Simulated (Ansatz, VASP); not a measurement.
# ZnS in two plane-wave programs, part 2 of 2

Wanted: the spread between two codes on one cell, functional and k mesh. The cell is taken from a series of VASP runs on this material, whose earlier steps may have relaxed, scaled or displaced it; both programs get it as it stands.

VASP 6.6.1 and Ansatz 0.2.0.

So far. Step 2 (Ansatz: single point, PBEsol): The run ends at a pressure of -1.97 GPa. Step 3 (VASP: single point, PBEsol): The run ends at a pressure of -2.03 GPa.

## (6) VASP: band structure, PBEsol, spin-orbit coupling

Level of this step: PBEsol, spin-orbit coupling; plane waves and PAW (Zn, S) (VASP).

The same cell, functional, mesh and smearing now go to VASP, with its own data sets and cutoff.

The input, INCAR:

```
SYSTEM = ZnS
PREC = Accurate
ENCUT = 400
EDIFF = 1E-06
NELM = 100
ISMEAR = 0
SIGMA = 0.02
LREAL = .FALSE.
ALGO = Normal
GGA = PS
LNONCOLLINEAR = .TRUE.
MAGMOM = 0 0 0 0 0 0
NBANDS = 30
GGA_COMPAT = .FALSE.
LASPH = .TRUE.
LSORBIT = .TRUE.
LORBIT = 11
LWAVE = .FALSE.
LCHARG = .FALSE.
KPAR = 4
ISIF = 2
```

The input, POSCAR:

```
ZnS
1.0
    0.0000000000      2.7020000000      2.7020000000
    2.7020000000      0.0000000000      2.7020000000
    2.7020000000      2.7020000000      0.0000000000
Zn S
1 1
Direct
    0.7500000000      0.7500000000      0.7500000000
    0.0000000000      0.0000000000      0.0000000000
```

The input, KPOINTS:

```
Automatic mesh
0
Gamma
10 10 10
0 0 0
```

The input, KPOINTS_OPT:

```
Line mode
16
Line-mode
Reciprocal
  0.00000000   0.00000000   0.00000000 GAMMA
  0.50000000   0.00000000   0.50000000 X

  0.50000000   0.00000000   0.50000000 X
  0.50000000   0.25000000   0.75000000 W

  0.50000000   0.25000000   0.75000000 W
  0.37500000   0.37500000   0.75000000 K

  0.37500000   0.37500000   0.75000000 K
  0.00000000   0.00000000   0.00000000 GAMMA

  0.00000000   0.00000000   0.00000000 GAMMA
  0.50000000   0.50000000   0.50000000 L

  0.50000000   0.50000000   0.50000000 L
  0.62500000   0.25000000   0.62500000 U

  0.62500000   0.25000000   0.62500000 U
  0.50000000   0.25000000   0.75000000 W

  0.50000000   0.25000000   0.75000000 W
  0.50000000   0.50000000   0.50000000 L

  0.50000000   0.50000000   0.50000000 L
  0.37500000   0.37500000   0.75000000 K

  0.62500000   0.25000000   0.62500000 U
  0.50000000   0.00000000   0.50000000 X
```

PAW data sets: Zn and S (PBE family, release 64).

Launch:

```sh
$ mpirun -np 4 vasp_ncl
```

Numbers of over 12 decimals in the logs are rounded to 6 here.

The log of the run:

```text
[banner, memory and clock lines left out]
running    4 mpi-ranks, on    1 nodes
[...]
[... a notice as in an earlier step ...]

 LDA part: xc-table for (Slater+PW92), standard interpolation
 POSCAR, INCAR and KPOINTS ok, starting setup
[...]
entering main loop
       N       E                     dE             d eps       ncg     rms          rms(c)
DAV:   1     0.110057210412E+03    0.11006E+03   -0.69727E+03  4380   0.120E+03
DAV:   2     0.354362529765E+01   -0.10651E+03   -0.99864E+02  4444   0.291E+02
DAV:   3    -0.772096648952E+01   -0.11265E+02   -0.11106E+02  5146   0.935E+01
DAV:   4    -0.798820749099E+01   -0.26724E+00   -0.26680E+00  5074   0.148E+01
[...]
DAV:  10    -0.758705606907E+01   -0.36276E-04   -0.14267E-04  4962   0.107E-01    0.932E-02
DAV:  11    -0.758710803249E+01   -0.51963E-04   -0.30112E-05  4818   0.360E-02    0.605E-02
DAV:  12    -0.758710849622E+01   -0.46372E-06   -0.36482E-06  5182   0.201E-02
   1 F= -.75871085E+01 E0= -.75871085E+01  d E =-.133071E-27  mag=     0.0000    -0.0000     0.0000
 Start KPOINTS_OPT (optional k-point list driver)
k-point batch [1-73\160]
       N       E                     dE             ncg
DAV:   1     0.402530373610E+04   -0.24085E+05     4380
DAV:   2    -0.372022392161E+04   -0.77455E+04     4420
DAV:   3    -0.451912263777E+04   -0.79890E+03     5184
DAV:   4    -0.453629930496E+04   -0.17177E+02     5126
DAV:   5    -0.453648715581E+04   -0.18785E+00     5244
DAV:   6    -0.453649059204E+04   -0.34362E-02     5228
DAV:   7    -0.453649067078E+04   -0.78745E-04     5354
DAV:   8    -0.453649067252E+04   -0.17410E-05     3856
DAV:   9    -0.453649067273E+04   -0.20588E-06     3234
[...]
k-point batch [147-160\160]
       N       E                     dE             ncg
DAV:   1     0.330410720999E+05   -0.75908E+04      840
DAV:   2     0.315652064390E+05   -0.14759E+04      848
DAV:   3     0.314210828628E+05   -0.14412E+03      998
DAV:   4     0.314183281453E+05   -0.27547E+01     1090
DAV:   5     0.314182971180E+05   -0.31027E-01     1024
DAV:   6     0.314182965001E+05   -0.61796E-03     1048
DAV:   7     0.314182964846E+05   -0.15417E-04     1026
DAV:   8     0.314182964843E+05   -0.35840E-06      848
```

OUTCAR, selected parts (step 6):

```text
  Total       -0.5030939     -0.5030939     -0.5030939     -0.0000000      0.0000000      0.0000000
  in kB      -20.4302453    -20.4302453    -20.4302453     -0.0000000      0.0000000      0.0000000
  external PRESSURE =     -20.4302453 kB  Pullay stress =       0.0000000 kB

 POSITION                                       TOTAL-FORCE (eV/Angst)
 -----------------------------------------------------------------------------------
      4.05300      4.05300      4.05300        -0.000000     -0.000000     -0.000000
      0.00000      0.00000      0.00000         0.000000      0.000000      0.000000
 -----------------------------------------------------------------------------------
    total drift:                                0.000001      0.000001      0.000001

  FREE ENERGIE OF THE ION-ELECTRON SYSTEM (eV)
  ---------------------------------------------------
  free  energy   TOTEN  =        -7.5871084962 eV

  energy  without entropy=       -7.5871084962  energy(sigma->0) =       -7.58710850

 magnetization (x)
# of ion       s       p       d       tot
------------------------------------------
    1        0.000   0.000   0.000   0.000
    2       -0.000   0.000   0.000   0.000
--------------------------------------------------
tot         -0.000   0.000   0.000   0.000

 magnetization (y)
# of ion       s       p       d       tot
------------------------------------------
    1        0.000   0.000   0.000   0.000
    2        0.000   0.000   0.000   0.000
--------------------------------------------------
tot          0.000   0.000   0.000   0.000

 magnetization (z)
# of ion       s       p       d       tot
------------------------------------------
    1        0.000  -0.000   0.000   0.000
    2       -0.000   0.000   0.000   0.000
--------------------------------------------------
tot          0.000   0.000   0.000   0.000

[... 1 part as in an earlier step ...]

[... 2 further parts left out ...]
[key lines of the parts left out:]
E-fermi :   2.1799
```

The run ends at a pressure of -2.04 GPa.

## (7) Differences

What differs besides the data sets and the points named for the pairs above, as far as they apply: spin-orbit coupling enters by fully relativistic files in Ansatz and inside the spheres in VASP. Total energies have different zeros and are not compared.

Both answers:

```csv
quantity,Ansatz,VASP,difference
pressure (GPa),-1.98,-2.04,+0.06
pressure without Ansatz's Pulay correction (GPa),-2.04,-2.04,0.00
gap over the path points (eV),1.952,1.956,-0.004
```

Levels at points of the path, from each program's valence-band top (eV; 8 filled, then empty):

```csv
k (reciprocal lattice),Ansatz,VASP
0.000 0.000 0.000,-5.85 -5.85 -0.06 -0.06 0.00 0.00 0.00 0.00 1.95 1.95 6.15 6.15 6.30 6.30,-5.85 -5.85 -0.06 -0.06 0.00 0.00 0.00 0.00 1.96 1.96 6.18 6.18 6.34 6.34
0.167 0.000 0.167,-5.83 -5.83 -1.63 -1.63 -0.71 -0.71 -0.69 -0.69 3.70 3.70 5.13 5.13 7.28 7.28,-5.82 -5.82 -1.63 -1.63 -0.71 -0.71 -0.69 -0.69 3.71 3.71 5.15 5.15 7.32 7.32
0.333 0.000 0.333,-5.76 -5.76 -3.53 -3.53 -1.80 -1.80 -1.78 -1.78 3.74 3.74 4.35 4.35 9.20 9.20,-5.75 -5.75 -3.54 -3.54 -1.80 -1.80 -1.78 -1.78 3.75 3.75 4.36 4.36 9.24 9.24
0.500 0.000 0.500,-5.59 -5.59 -4.62 -4.62 -2.28 -2.28 -2.26 -2.26 3.21 3.21 3.94 3.94 10.78 10.78,-5.59 -5.59 -4.62 -4.62 -2.28 -2.28 -2.26 -2.26 3.22 3.22 3.95 3.95 10.81 10.81
0.500 0.083 0.583,-5.58 -5.54 -4.63 -4.62 -2.43 -2.42 -2.40 -2.39 3.62 3.63 4.31 4.32 10.10 10.11,-5.57 -5.54 -4.63 -4.62 -2.43 -2.42 -2.40 -2.40 3.63 3.64 4.32 4.33 10.15 10.16
0.500 0.183 0.683,-5.52 -5.44 -4.66 -4.64 -2.75 -2.73 -2.70 -2.69 4.90 4.91 5.43 5.45 8.47 8.53,-5.52 -5.43 -4.66 -4.64 -2.75 -2.73 -2.70 -2.69 4.92 4.93 5.45 5.47 8.51 8.56
0.500 0.250 0.750,-5.50 -5.41 -4.67 -4.64 -2.83 -2.81 -2.78 -2.77 5.53 5.53 5.94 5.97 7.67 7.74,-5.50 -5.40 -4.67 -4.64 -2.84 -2.81 -2.79 -2.77 5.55 5.55 5.96 5.99 7.69 7.77
0.450 0.300 0.750,-5.52 -5.43 -4.68 -4.64 -3.05 -3.03 -2.38 -2.35 4.90 4.90 5.87 5.89 8.08 8.12,-5.51 -5.42 -4.68 -4.65 -3.05 -3.03 -2.38 -2.36 4.91 4.92 5.89 5.92 8.12 8.16
0.408 0.342 0.750,-5.53 -5.45 -4.70 -4.66 -3.16 -3.15 -1.98 -1.97 4.17 4.18 5.84 5.86 8.84 8.86,-5.53 -5.45 -4.70 -4.66 -3.17 -3.15 -1.98 -1.97 4.19 4.19 5.86 5.88 8.89 8.91
0.350 0.350 0.700,-5.56 -5.48 -4.71 -4.66 -3.25 -3.24 -1.69 -1.68 4.15 4.16 6.27 6.30 8.83 8.86,-5.55 -5.48 -4.72 -4.66 -3.25 -3.24 -1.69 -1.68 4.16 4.16 6.29 6.32 8.89 8.91
```

Among the levels compared at these points, filled levels agree within 6 meV and empty ones within 56 meV. Ansatz's pressure holds a Pulay correction of 0.06 GPa; VASP's holds none.

## (8) VASP: band structure, PBEsol

The same path points are solved in both programs, so levels can be compared one by one. The cell compared in this pair holds 39.65 Å³, against 39.45 Å³ for the pair before.

The input, INCAR:

```
SYSTEM = ZnS
PREC = Accurate
ENCUT = 400
EDIFF = 1E-06
NELM = 100
ISMEAR = 0
SIGMA = 0.02
LREAL = .FALSE.
ALGO = Normal
GGA = PS
NBANDS = 21
LORBIT = 11
LWAVE = .FALSE.
LCHARG = .FALSE.
KPAR = 4
ISIF = 2
```

The input, POSCAR:

```
ZnS
1.0
    0.0000000000      2.7020000000      2.7020000000
    2.7155100000      0.0000000000      2.7020000000
    2.7155100000      2.7020000000      0.0000000000
Zn S
1 1
Direct
    0.7500000000      0.7500000000      0.7500000000
    0.0000000000      0.0000000000      0.0000000000
```

KPOINTS is that of step 6.

The input, KPOINTS_OPT:

```
Line mode
16
Line-mode
Reciprocal
  0.00000000   0.00000000   0.00000000 GAMMA
  0.50000000   0.00000000   0.50000000 X

  0.50000000   0.00000000   0.50000000 X
  0.25248137  -0.24751863   0.50000000 Y

  0.25248137  -0.24751863   0.50000000 Y
  0.00000000  -0.37375931   0.37375931 S

  0.00000000  -0.37375931   0.37375931 S
  0.00000000   0.00000000   0.00000000 GAMMA

  0.00000000   0.00000000   0.00000000 GAMMA
  0.00000000   0.50000000   0.50000000 Z

  0.00000000   0.50000000   0.50000000 Z
  0.00000000   0.37375931   0.62624069 S1

  0.00000000   0.37375931   0.62624069 S1
  0.00000000   0.00000000   0.50000000 N

  0.00000000   0.00000000   0.50000000 N
  0.50000000   0.25000000   0.75000000 P

  0.50000000   0.25000000   0.75000000 P
  0.25248137   0.50000000   0.75248137 Y1

  0.25248137   0.50000000   0.75248137 Y1
  0.00000000   0.50000000   0.50000000 Z

  0.50000000   0.00000000   0.50000000 X
  0.50000000   0.25000000   0.75000000 P
```

Launch:

```sh
$ mpirun -np 4 vasp_std
```

The log of the run:

```text
[... set-up lines as in an earlier step ...]
 entering main loop
       N       E                     dE             d eps       ncg     rms          rms(c)
DAV:   1     0.912920393163E+02    0.91292E+02   -0.67293E+03  4297   0.845E+02
DAV:   2    -0.507609247194E+00   -0.91800E+02   -0.83191E+02  4434   0.212E+02
DAV:   3    -0.789359733391E+01   -0.73860E+01   -0.72952E+01  5194   0.564E+01
DAV:   4    -0.798294938693E+01   -0.89352E-01   -0.89289E-01  4925   0.619E+00
[...]
DAV:  10    -0.757839028396E+01   -0.78139E-04   -0.14974E-04  4927   0.731E-02    0.550E-02
DAV:  11    -0.757838924247E+01    0.10415E-05   -0.16722E-05  5401   0.436E-02    0.891E-03
DAV:  12    -0.757838934370E+01   -0.10123E-06   -0.24326E-06  5014   0.929E-03
   1 F= -.75783893E+01 E0= -.75783893E+01  d E =-.604844E-33
 Start KPOINTS_OPT (optional k-point list driver)
k-point batch [1-102\176]
       N       E                     dE             ncg
DAV:   1     0.348710675928E+04   -0.45184E+05     4308
DAV:   2    -0.577782349483E+04   -0.92649E+04     4431
DAV:   3    -0.649236992111E+04   -0.71455E+03     5236
DAV:   4    -0.650007122960E+04   -0.77013E+01     4925
DAV:   5    -0.650010833962E+04   -0.37110E-01     5123
DAV:   6    -0.650010863324E+04   -0.29363E-03     5082
DAV:   7    -0.650010863586E+04   -0.26196E-05     4457
DAV:   8    -0.650010863611E+04   -0.24953E-06     3848
k-point batch [103-176\176]
       N       E                     dE             ncg
DAV:   1     0.188489959367E+05   -0.40986E+05     3145
DAV:   2     0.122508281276E+05   -0.65982E+04     3209
DAV:   3     0.117445539183E+05   -0.50627E+03     3763
DAV:   4     0.117389844138E+05   -0.55695E+01     3621
DAV:   5     0.117389589506E+05   -0.25463E-01     3677
DAV:   6     0.117389587577E+05   -0.19294E-03     3842
DAV:   7     0.117389587561E+05   -0.16414E-05     3207
DAV:   8     0.117389587559E+05   -0.15862E-06     2795
```

Parts of OUTCAR (step 8):

```text
  Total       -0.6312892     -0.5779336     -0.5779336      0.0000000      0.0000000     -0.0000000
  in kB      -25.5086146    -23.3526622    -23.3526622      0.0000000      0.0000000     -0.0000000
  external PRESSURE =     -24.0713130 kB  Pullay stress =       0.0000000 kB

 POSITION                                       TOTAL-FORCE (eV/Angst)
 -----------------------------------------------------------------------------------
      4.07327      4.05300      4.05300        -0.000000      0.000000      0.000000
      0.00000      0.00000      0.00000         0.000000     -0.000000     -0.000000
 -----------------------------------------------------------------------------------
    total drift:                                0.000002      0.000001      0.000001

  FREE ENERGIE OF THE ION-ELECTRON SYSTEM (eV)
  ---------------------------------------------------
  free  energy   TOTEN  =        -7.5783893437 eV

  energy  without entropy=       -7.5783893437  energy(sigma->0) =       -7.57838934

[... 3 further parts left out ...]
[key lines of the parts left out:]
E-fermi :   2.1357
```

Within 0.02 Å the cell has space group F-43m; at a tight tolerance a small distortion makes it I-4m2.

## (9) Ansatz: band structure, PBEsol

The same cell, functional, mesh and smearing now go to Ansatz, which takes its cutoff from its data sets.

The cell is taken from a series of VASP runs on this material, whose earlier steps may have relaxed, scaled or displaced it; both programs get it as it stands.

The input, input.yaml:

```yaml
crystal:
  lattice:
    - [0.0, 2.702, 2.702]
    - [2.71551, 0.0, 2.702]
    - [2.71551, 2.702, 0.0]
  atoms:
    - { symbol: Zn, position: [0.75, 0.75, 0.75] }
    - { symbol: S, position: [0.0, 0.0, 0.0] }
hamiltonian:
  xc: pbesol
  pseudopotentials: { kind: paw }
kpoints:
  mp_grid: { grid: [10, 10, 10] }
  band_path:
    path:
      - [0.0, 0.0, 0.0]
      - [0.2, 0.0, 0.2]
      - [0.4, 0.0, 0.4]
      - [0.467, -0.033, 0.5]
      - [0.36799, -0.13201, 0.5]
      - [0.26898, -0.23102, 0.5]
      - [0.18515, -0.28118, 0.46634]
      - [0.08416, -0.33168, 0.41584]
      - [0.0, -0.37376, 0.37376]
      - [0.0, -0.22426, 0.22426]
      - [0.0, -0.07475, 0.07475]
      - [0.0, 0.06667, 0.06667]
      - [0.0, 0.26667, 0.26667]
      - [0.0, 0.46667, 0.46667]
      - [0.0, 0.46634, 0.53366]
      - [0.0, 0.41584, 0.58416]
      - [0.0, 0.37376, 0.62624]
      - [0.0, 0.22426, 0.57574]
      - [0.0, 0.07475, 0.52525]
      - [0.06667, 0.03333, 0.53333]
      - [0.26667, 0.13333, 0.63333]
      - [0.46667, 0.23333, 0.73333]
      - [0.434, 0.31667, 0.75066]
      - [0.33499, 0.41667, 0.75165]
      - [0.25248, 0.5, 0.75248]
      - [0.15149, 0.5, 0.65149]
      - [0.0505, 0.5, 0.5505]
      - [0.5, 0.03333, 0.53333]
      - [0.5, 0.13333, 0.63333]
      - [0.5, 0.25, 0.75]
    npoints: 1
scf:
  occupations: { method: gaussian, width: 0.02 }
  n_extra_bands: 7
output:
  forces: true
  stress: true
  eigenvalues: true
```

Launch:

```sh
$ ansatz run input.yaml --threads 2 --pin off --max-ram 4608MiB --backend cpu --events-out ev --progress --plain --runs-dir out
```

The log of the run:

```text
[...]
Crystal: 2 atoms, lattice volume = 39.651 Å³
Basis set: ecut = 420 eV, 749 PW (Γ), exchange–correlation on 54×54×54 points (8 copies of the dense FFT grid, shifted against one another)
Bands: 16, of which v1, the nominal top of the filled ones, is band 9 counted from 1 (8 counted from 0)
Symmetry: 8 space group operations
[...]
k-points: 102 of 1000 (time reversal used)
[...]
k-point 0: bands = [... 5 lower, -0.2382, 5.6098, 5.6277, 5.6277, 7.5728, 11.8992, 11.8998, 11.8998, ... 3 higher]
  k-point 1: bands = [... 5 lower, -0.2396, 4.8090, 5.5170, 5.5306, 8.2044, 11.8003, 12.0688, 12.0710, ... 3 higher]
  k-point 2: bands = [... 5 lower, -0.2401, 3.4444, 5.2775, 5.2954, 8.8628, 12.0119, 12.4022, 12.4140, ... 3 higher]
  k-point 101: bands = [... 5 lower, 0.1438, 1.0220, 2.8980, 2.9243, 10.7601, 11.2386, 13.7842, 13.9908, ... 3 higher]
[key lines of the parts left out:]
SCF converged after 6 iterations
Free energy (F): -4167.431236 eV
Fermi energy:    6.600307 eV
P = ⅓ Tr σ = -2.3183 GPa (-23.183 kbar)
```

Wall time 4.5 s (2 threads of Arm Neoverse V2, shared host); peak memory 0.36 GiB.

## (10) Differences

The two programs side by side:

```csv
quantity,Ansatz,VASP,difference
pressure (GPa),-2.32,-2.41,+0.09
pressure without Ansatz's Pulay correction (GPa),-2.38,-2.41,+0.03
gap over the path points (eV),1.945,1.948,-0.003
```

Levels at points of the path, from each program's valence-band top (eV; 4 filled, then empty):

```csv
k (reciprocal lattice),Ansatz,VASP
0.000 0.000 0.000,-5.87 -0.02 0.00 0.00 1.95 6.27 6.27,-5.86 -0.02 0.00 0.00 1.95 6.30 6.30
0.200 0.000 0.200,-5.84 -2.01 -0.92 -0.91 4.05 4.83 7.71,-5.83 -2.01 -0.92 -0.91 4.06 4.85 7.75
0.400 0.000 0.400,-5.79 -4.12 -2.07 -2.06 3.43 4.11 10.05,-5.79 -4.12 -2.07 -2.06 3.43 4.12 10.08
0.467 -0.033 0.500,-5.64 -4.58 -2.27 -2.26 3.30 4.00 10.65,-5.64 -4.59 -2.28 -2.27 3.30 4.01 10.69
0.368 -0.132 0.500,-5.55 -4.60 -2.56 -2.53 4.20 4.81 9.42,-5.54 -4.60 -2.56 -2.53 4.21 4.83 9.47
0.269 -0.231 0.500,-5.47 -4.62 -2.78 -2.74 5.48 5.90 7.82,-5.46 -4.62 -2.78 -2.74 5.50 5.92 7.85
0.185 -0.281 0.466,-5.48 -4.63 -2.94 -2.49 5.28 5.93 7.84,-5.48 -4.63 -2.94 -2.50 5.30 5.95 7.87
0.084 -0.332 0.416,-5.51 -4.65 -3.11 -1.99 4.35 5.91 8.66,-5.51 -4.66 -3.11 -1.99 4.36 5.93 8.71
0.000 -0.374 0.374,-5.52 -4.66 -3.15 -1.79 4.01 5.89 9.15,-5.52 -4.67 -3.16 -1.80 4.02 5.92 9.21
0.000 -0.224 0.224,-5.82 -3.67 -2.24 -0.72 4.66 6.61 6.73,-5.81 -3.67 -2.24 -0.72 4.67 6.63 6.76
```

Among the levels compared at these points, filled levels agree within 6 meV and empty ones within 55 meV. Ansatz's pressure holds a Pulay correction of 0.06 GPa; VASP's holds none.

## (11) What came out

```yaml
difference_in_gap_on_the_k_mesh_single_point_pbesol: -0.0034 eV
difference_in_gap_over_the_path_points_band_structure_pbesol_spin_orbit_coupling: -0.0041 eV
difference_in_gap_over_the_path_points_band_structure_pbesol: -0.0031 eV
```

What this shows: The difference in gap over the path points is -0.0041 eV (band structure, PBEsol, spin-orbit coupling), within the 0.08 eV picked in this series as the mark of a large difference. 2 further runs of this series are not shown here. Such differences can come from data sets, numerical settings and the points named under the comparisons, not from the functional's error against experiment.

[Lines on the potential files, build, host, timing and source positions are cut from VASP's logs without a mark.]

[Logs are printed without paths, hosts, clocks, repeated set-up lines and the standing remarks that a program may print on its own settings, such as how far it seeks lower states.]

[Hosts, paths, dates, database ids (printed as entryN), source tags and the programs' standing remarks are cut or masked in the printed files.]
